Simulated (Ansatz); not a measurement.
## Li2O with an Li vacancy: gradients before and after relaxing the atoms

Start: a supercell of Li2O (antifluorite type, Fm-3m) built from a measured structure from the Crystallography Open Database (COD), with all atoms left at the host's positions.

```
Li O
1.0
     0.00000    4.61000    4.61000
     4.61000    0.00000    4.61000
     4.61000    4.61000    0.00000
Li O
15 8
Direct
  0.12500 0.12500 0.62500
  0.12500 0.62500 0.12500
  0.12500 0.62500 0.62500
  0.62500 0.12500 0.12500
  0.62500 0.12500 0.62500
  0.62500 0.62500 0.12500
  0.62500 0.62500 0.62500
  0.37500 0.37500 0.37500
  0.37500 0.37500 0.87500
  0.37500 0.87500 0.37500
  0.37500 0.87500 0.87500
  0.87500 0.37500 0.37500
  0.87500 0.37500 0.87500
  0.87500 0.87500 0.37500
  0.87500 0.87500 0.87500
  0.00000 0.00000 0.00000
  0.00000 0.00000 0.50000
  0.00000 0.50000 0.00000
  0.00000 0.50000 0.50000
  0.50000 0.00000 0.00000
  0.50000 0.00000 0.50000
  0.50000 0.50000 0.00000
  0.50000 0.50000 0.50000
```

Atoms are numbered from 1 in the order listed; like atoms form one site, named after its first atom.

The numbers come from a DFT calculation in Ansatz (PBE, plane waves and PAW, scalar-relativistic, 420 eV cutoff, Γ-centred 4×4×4 k-points, Fermi–Dirac smearing 0.01 eV, cell charge -1).

The largest force at the start is 1.2 eV/Å. Relaxing the ions at fixed cell moves them by 0.203 Å at most (atom 10, Li) and 0.111 Å rms. End positions:

```
CELL_PARAMETERS angstrom
0.00000 4.61000 4.61000
4.61000 0.00000 4.61000
4.61000 4.61000 0.00000
ATOMIC_POSITIONS crystal
Li 0.12208 0.12208 0.62792
Li 0.12208 0.62792 0.12208
Li 0.12208 0.62792 0.62792
Li 0.62792 0.12208 0.12208
Li 0.62792 0.12208 0.62792
Li 0.62792 0.62792 0.12208
Li 0.62500 0.62500 0.62500
Li 0.37500 0.37500 0.37500
Li 0.35302 0.35302 0.89698
Li 0.35302 0.89698 0.35302
Li 0.35302 0.89698 0.89698
Li 0.89698 0.35302 0.35302
Li 0.89698 0.35302 0.89698
Li 0.89698 0.89698 0.35302
Li 0.87500 0.87500 0.87500
O 0.99476 0.99476 0.99476
O 0.99476 0.99476 0.51573
O 0.99476 0.51573 0.99476
O 0.00510 0.49830 0.49830
O 0.51573 0.99476 0.99476
O 0.49830 0.00510 0.49830
O 0.49830 0.49830 0.00510
O 0.49830 0.49830 0.49830
```

| site | atom | moved (Å) | first shell before | first shell after | V_zz before (10²¹ V/m²) | η before |
| --- | --- | --- | --- | --- | --- | --- |
| Li1 | 1 | 0.027 | 4 O at 2.00 Å | 4 O at 1.95–2.00 Å | 0.061 | 0.74 |
| Li9 | 9 | 0.203 | 4 O at 2.00 Å | 4 O at 1.92–2.13 Å; also 4 Li at 2.31 Å | 0.088 | 0.86 |
| O16 | 16 | 0.084 | 7 Li at 2.00 Å | 7 Li at 1.91–1.95 Å | -2.05 | 0.00 |
| O19 | 19 | 0.027 | 8 Li at 2.00 Å | 8 Li at 1.97–2.13 Å | 0.58 | 0.00 |

(1) What are V_zz and η after the relaxation?

Results:

(1) 

```csv
site,atom,V_zz after,η after,change of V_zz
Li1,1,-0.045,0.07,–
Li9,9,0.20,0.60,+0.11
O16,16,-1.03,0.00,+1.02
O19,19,-0.68,0.00,-1.26
```

The largest change of V_zz along a kept axis is on O19, from 0.58 to -0.68. In per cent, |V_zz| changes by -50 on O (all sites that start above 0.5, bar those whose gradient vanishes or changes sign or whose main axis turns by over 40°). V_zz changes sign on O19 (same axis). On Li1 the largest principal value lies along another axis in the second run, so the two V_zz can't be compared directly. Sites without a gradient aren't listed.

The defect repeats with the cell of 23 atoms, so it feels its images: sites between two images don't show the values beside a lone defect, and zeros or small values of η there can come from the images' arrangement. A uniform background compensates the cell's charge. With these PAW files V_zz is typically within 2 to 3 % of all-electron values, but misses above 10 % occur on Li.
Before: The cell keeps the host's lattice, where the PBE pressure is -8 GPa (in a charged cell this depends on the convention for the mean potential). The neighbours have not yet relaxed around the defect (largest force 1.2 eV/Å), so a real crystal will differ.
After: The cell keeps the host's lattice, where the PBE pressure is -7 GPa (in a charged cell this depends on the convention for the mean potential).
